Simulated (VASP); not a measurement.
# VASP inputs for LiCl (strained rocksalt)

INCAR

```
PREC = Accurate
ISIF = 2
NSW = 0
LASPH = .TRUE.
EDIFF = 1E-7
ENCUT = 520
METAGGA = R2SCAN
ALGO = Normal
IBRION = -1
LWAVE = .FALSE.
SIGMA = 0.01
LCHARG = .TRUE.
NBANDS = 12
NELM = 120
ISMEAR = 0
LELF = .TRUE.
LREAL = .FALSE.
```

KPOINTS

```
KPOINTS created by Atomic Simulation Environment
0
Gamma
8 8 8
0 0 0
```

KPOINTS_OPT

```
special points
7
Reciprocal
0.0000000000 0.0000000000 0.0000000000 1
0.5000000000 0.0000000000 0.5000000000 1
0.6250000000 0.2500000000 0.6250000000 1
0.3750000000 0.3750000000 0.7500000000 1
0.5000000000 0.5000000000 0.5000000000 1
0.5000000000 0.2500000000 0.7500000000 1
0.0750000000 0.0750000000 0.1500000000 1
```

POSCAR

```
Li Cl
 1.0000000000000000
     0.0000000000000000    2.5560369926000002    2.5560369926000002
     2.5849202106000000    0.0000000000000000    2.5560369926000002
     2.5849202106000000    2.5560369926000002    0.0000000000000000
 Li  Cl
   1   1
Cartesian
  0.0000000000000000  0.0000000000000000  0.0000000000000000
  2.5849202106000000  2.5560369926000002  2.5560369926000002
```

VASP ran with the recommended PBE PAW datasets (10 valence electrons in the cell).

Estimate the main results of this run.

gap between bands v and c 7.27 eV; least direct gap 7.27 eV; pressure -0.9 GPa.

Band v is the last that the valence electrons fill when counted band by band, and c is the next. Levels in eV from the top of v:

```tsv
point	v−1	v	c	c+1
Γ	-0.03	0.00	7.27	12.58
X	-1.19	-1.11	8.74	8.89
K	-1.82	-0.88	8.86	10.74
L	-0.31	-0.28	7.51	10.25
W	-2.18	-1.07	10.42	11.01
```
